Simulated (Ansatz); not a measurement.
The elements of this relaxed trial crystal are hidden behind letters.

```
lattice vectors (Å)
   2.9342    0.0000    0.0000
   0.0000    2.9342    0.0000
   0.0000    0.0000    2.9342
fractional positions
X 0.0000 0.0000 0.0000
Z 0.5000 0.5000 0.5000
```

Computed with Ansatz, DFT PBE, scalar-relativistic, plane waves, PAW. Cutoff 420 eV, Γ-centred 8×8×8 mesh (2-atom cell), Gaussian smearing of 0.02 eV, no spin polarisation.

```
Space group                              : Pm-3m (No. 221)
Conventional cell                        : a = 2.934 Å
Volume per atom                          : 12.63 Å³
Density                                  : 3.69 g/cm³
Formation energy                         : −2.456 eV/atom
Gap on the 8×8×8 mesh of the 2-atom cell : 2.78 eV
```

Energies are uncorrected and count from the elements' standard states at the same level.

Problem. X is an s-block element of period 4 and Z is a p-block element of period 2. Which elements are they?

Solution. X = Ca, Z = O, so the formula is CaO, here in the caesium chloride type. Density times volume gives a mean mass of 3.69 × 12.63/1.6605 = 28.1 u per atom, and this set has 28.0 u. Among the elements that the hints allow, noble gases aside, only these give it. Around Ca lie 8 O at 2.54 Å and 6 Ca at 2.93 Å; O has 8 Ca at 2.54 Å and 6 O at 2.93 Å.

Kohn–Sham gaps at this level usually fall short of measured ones. A structure relaxed within its symmetry needn't be a true minimum. Another cell of CaO relaxed alike, in F-43m, lies 0.31 eV/atom lower, so this cell isn't the stable form at this level.
